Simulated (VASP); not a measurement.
# LiF (Griceite) (Fm-3m) in VASP: further runs, part 2 of 2

VASP 6.6.1. The steps go on from the part before.

## 5. Relaxation of cell and atoms, PBEsol

This run uses another cell than the first one, of 7.98 Å³/atom, 0.977 times its volume.

Input file INCAR:

```
PREC     = Accurate       # precision mode
ENCUT    = 600            # plane-wave cutoff, eV
EDIFF    = 1E-7           # SCF threshold, eV
ISMEAR   = 0              # smearing method
SIGMA    = 0.03           # smearing width, eV
LREAL    = False          # projectors in reciprocal space
LASPH    = True           # aspherical terms in the spheres
NELM     = 80             # most SCF steps
ALGO     = Normal         # electronic algorithm
ISIF     = 3              # what is computed and relaxed
LWAVE    = False          # write WAVECAR
LCHARG   = False          # write CHGCAR
GGA      = PS             # functional
IBRION   = 2              # ionic algorithm
NSW      = 90             # ionic steps
EDIFFG   = -0.005         # ionic threshold
```

Input file KPOINTS:

```
Automatic mesh
0
Gamma
  12 12 12
```

Input file POSCAR:

```
LiF                                     
1.0
    0.0000000000      1.9984797588      1.9984797588
    1.9984797588     -0.0000000000      1.9984797588
    1.9984797588      1.9984797588      0.0000000000
  Li              F             
     1     1
Direct
     0.0000000000000000    1.0000000000000000    0.0000000000000000
     0.5000000000000000    0.5000000000000000    0.5000000000000000
```

Command:

```bash
$ cat potpaw_PBE.64/Li_sv/POTCAR potpaw_PBE.64/F/POTCAR > POTCAR
$ mpirun -np 1 vasp_std > vasp.out
```

Run time: 7.8 s. Hardware: 1 thread of Intel Xeon Platinum 8488C (Sapphire Rapids), shared host; peak memory 0.13 GiB.

Results (log left out):

| Item | Value |
| --- | --- |
| Free energy | -9.8549 eV |
| Pressure after relaxing | 0.1 GPa |
| Band gap on the k mesh | 9.12 eV, direct |

Final structure:
```
Li F
1.0
     0.00000    1.99848    1.99848
     1.99848    0.00000    1.99848
     1.99848    1.99848    0.00000
Li F
1 1
Direct
  0.00000 0.00000 0.00000
  0.50000 0.50000 0.50000
```

Levels at points of the mesh, in eV from the valence-band top:
| k point | band 1 | band 2 | band 3 | band 4 | band 5 | band 6 | band 7 | band 8 | band 9 |
| --- | --- | --- | --- | --- | --- | --- | --- | --- | --- |
| (0.00, 0.00, 0.00) | -40.16 | -19.93 | 0.00 | 0.00 | 0.00 | 9.12 | 24.13 | 24.13 | 24.15 |
| (0.50, 0.00, 0.00) | -40.08 | -19.47 | -2.63 | -0.24 | -0.24 | 10.69 | 16.83 | 18.92 | 18.92 |
| (0.50, 0.50, 0.00) | -40.07 | -19.18 | -3.16 | -1.05 | -1.05 | 14.85 | 16.30 | 17.61 | 20.35 |

Caveat: the cutoff is under 1.25 times the usual one of these potentials, so pressure, stress and relaxed cells hold a basis-set (Pulay) error; the relaxation stopped at its first step, so nothing moved; the PAW data sets were made with another functional, which shifts forces and pressure a little. A k mesh can miss the band edges.

## 6. Relaxation of cell and atoms, PBEsol

Input file INCAR:

```
SYSTEM = LiF
ALGO     = Normal         ! electronic algorithm
EDIFF    = 1E-6           ! SCF threshold, eV
EDIFFG   = -0.01          ! ionic threshold
ENCUT    = 600            ! plane-wave cutoff, eV
GGA      = PS             ! functional
IBRION   = 2              ! ionic algorithm
ISIF     = 3              ! what is computed and relaxed
ISMEAR   = 0              ! smearing method
KPAR     = 4            
LASPH    = .True.         ! aspherical terms in the spheres
LCHARG   = .False.        ! write CHGCAR
LREAL    = .False.        ! projectors in reciprocal space
LWAVE    = .False.        ! write WAVECAR
NELM     = 80             ! most SCF steps
NSW      = 90             ! ionic steps
PREC     = Accurate       ! precision mode
SIGMA    = 0.03           ! smearing width, eV
```

Input file KPOINTS:

```
k-points
0
Gamma
  12 12 12
  0 0 0
```

Input file POSCAR:

```
LiF
1.0
    0.0000000000      2.0140000000      2.0140000000
    2.0140000000      0.0000000000      2.0140000000
    2.0140000000      2.0140000000      0.0000000000
Li F
1 1
Direct
    0.0000000000      0.0000000000      0.0000000000
    0.5000000000      0.5000000000      0.5000000000
```

Potentials or basis: VASP PAW PBE potentials, release 64 (Li_sv, F).

Command:

```bash
$ cat potpaw_PBE.64/Li_sv/POTCAR potpaw_PBE.64/F/POTCAR > POTCAR
$ mpirun -np 4 vasp_std > vasp.out
```

Run time: 5.4 s. Hardware: 4 MPI ranks of AMD EPYC 9R45 (Zen 5), shared host; peak memory 0.11 GiB.

It converged, with:

```
Free energy                            : -9.8568 eV
Relaxed volume                         : 7.98 Å³/atom
Relaxed cell                           : a = 2.826 Å, b = 2.826 Å, c = 2.826 Å, α = 60.00°, β = 60.00°, γ = 60.00°
Space group after relaxing (to 0.05 Å) : Fm-3m (No. 225)
Energy gained by relaxing              : 0.9 meV/atom
Ionic steps                            : 4
Pressure after relaxing                : 0.0 GPa
Band gap on the k mesh                 : 9.12 eV, direct
```

The path:
```csv
step,energy change (eV),largest force (eV/Å),pressure (GPa),volume (Å³)
1,0.0000,0.0000,-1.55,16.34
2,-0.0014,0.0000,-0.80,16.15
3,-0.0018,0.0000,-0.20,16.01
4,-0.0019,0.0000,0.03,15.96
```

Final structure:
```yaml
crystal:
  lattice:
    - [0.00000, 1.99848, 1.99848]
    - [1.99848, 0.00000, 1.99848]
    - [1.99848, 1.99848, 0.00000]
  atoms:
    - { symbol: Li, position: [0.00000, 0.00000, 0.00000] }
    - { symbol: F, position: [0.50000, 0.50000, 0.50000] }
```

Levels at points of the mesh, in eV from the valence-band top:
| k point | band 2 | band 3 | band 4 | band 5 | band 6 | band 7 | band 8 | band 9 |
| --- | --- | --- | --- | --- | --- | --- | --- | --- |
| (0.00, 0.00, 0.00) | -19.93 | 0.00 | 0.00 | 0.00 | 9.12 | 24.13 | 24.13 | 24.13 |
| (0.50, 0.00, 0.00) | -19.47 | -2.63 | -0.24 | -0.24 | 10.69 | 16.83 | 18.92 | 18.92 |
| (0.50, 0.50, 0.00) | -19.18 | -3.16 | -1.05 | -1.05 | 14.85 | 16.30 | 17.61 | 20.35 |

Caveat: the cutoff is under 1.25 times the usual one of these potentials, so pressure, stress and relaxed cells hold a basis-set (Pulay) error; the PAW data sets were made with another functional, which shifts forces and pressure a little.

## 7. Overview

| task | level | cell | gap on the mesh (eV) | pressure (GPa) |
| --- | --- | --- | --- | --- |
| relaxation of the atoms | PBE+D3(BJ) | atoms relaxed from: a relaxed cell with its volume scaled by 1.04 | 9.03 | -2.7 |
| relaxation of the atoms | PBE+D3(BJ) | atoms relaxed from: a relaxed cell with its volume scaled by 1.06 | 8.87 | -3.9 |
| relaxation of cell and atoms | PBEsol | relaxed | 9.12 | 0.0 |

Alike in all rows: potentials or basis VASP PAW PBE potentials, release 64 (Li_sv, F); no spin polarisation; k mesh 12 × 12 × 12; cutoff (eV) 600; smearing gaussian 0.03 eV.

Caveats: the cutoff is under 1.25 times the usual one of these potentials, so pressure, stress and relaxed cells hold a basis-set (Pulay) error; the relaxation stopped at its first step, so nothing moved (some runs); the PAW data sets were made with another functional, which shifts forces and pressure a little (some runs).

Absolute energies hang on the potentials; compare differences alone.
